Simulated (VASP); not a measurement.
A run of VASP 6.6.1 is set up as follows.

INCAR

```
SYSTEM = Si3N4
  ALGO = Normal
  EDIFF = 1E-6
  EDIFFG = -0.01
  ENCUT = 600
  GGA = PE
  IBRION = 2
  ISIF = 3
  ISMEAR = 0
  KPAR = 4
  LASPH = .TRUE.
  LCHARG = .FALSE.
  LREAL = .FALSE.
  LWAVE = .FALSE.
  NELM = 80
  NSW = 90
  PREC = Accurate
  SIGMA = 0.03
```

KPOINTS

```
k-points
0
G
  6 6 6
  0 0 0
```

POSCAR

```
Si3N4
1.0
    0.0000000000      3.8937180000      3.8937180000
    3.8937180000      0.0000000000      3.8937180000
    3.8937180000      3.8937180000      0.0000000000
Si N
6 8
Direct
    0.1250000000      0.1250000000      0.6250000000
    0.1250000000      0.6250000000      0.1250000000
    0.6250000000      0.1250000000      0.1250000000
    0.1250000000      0.1250000000      0.1250000000
    0.7500000000      0.7500000000      0.7500000000
    0.5000000000      0.5000000000      0.5000000000
    0.3675630000      0.3675630000      0.3675630000
    0.3526890000      0.8824370000      0.8824370000
    0.8824370000      0.8824370000      0.3526890000
    0.8824370000      0.3526890000      0.8824370000
    0.3675630000      0.3675630000      0.8973110000
    0.3675630000      0.8973110000      0.3675630000
    0.8824370000      0.8824370000      0.8824370000
    0.8973110000      0.3675630000      0.3675630000
```

Potentials or basis: VASP PAW PBE potentials, release 64 (Si, N).

Launch:

```sh
$ cat potpaw_PBE.64/Si/POTCAR potpaw_PBE.64/N/POTCAR > POTCAR
$ mpirun -np 4 vasp_std > vasp.out
```

Question: Predict the band gap on the k mesh.

Answer: 3.33 eV, indirect (least direct gap 3.37 eV).

Final structure:
```cif
data_structure
_symmetry_space_group_name_H-M 'P 1'
_symmetry_Int_Tables_number 1
_cell_length_a 5.5065
_cell_length_b 5.5065
_cell_length_c 5.5065
_cell_angle_alpha 60.000
_cell_angle_beta 60.000
_cell_angle_gamma 60.000
_cell_volume 118.07
loop_
_atom_site_label
_atom_site_type_symbol
_atom_site_fract_x
_atom_site_fract_y
_atom_site_fract_z
_atom_site_occupancy
Si1 Si 0.12500 0.12500 0.62500 1
Si2 Si 0.12500 0.62500 0.12500 1
Si3 Si 0.62500 0.12500 0.12500 1
Si4 Si 0.12500 0.12500 0.12500 1
Si5 Si 0.75000 0.75000 0.75000 1
Si6 Si 0.50000 0.50000 0.50000 1
N1 N 0.36756 0.36756 0.36756 1
N2 N 0.35269 0.88244 0.88244 1
N3 N 0.88244 0.88244 0.35269 1
N4 N 0.88244 0.35269 0.88244 1
N5 N 0.36756 0.36756 0.89731 1
N6 N 0.36756 0.89731 0.36756 1
N7 N 0.88244 0.88244 0.88244 1
N8 N 0.89731 0.36756 0.36756 1
```

Caveat: the relaxation stopped at its first step, so nothing moved. A k mesh can miss the band edges.
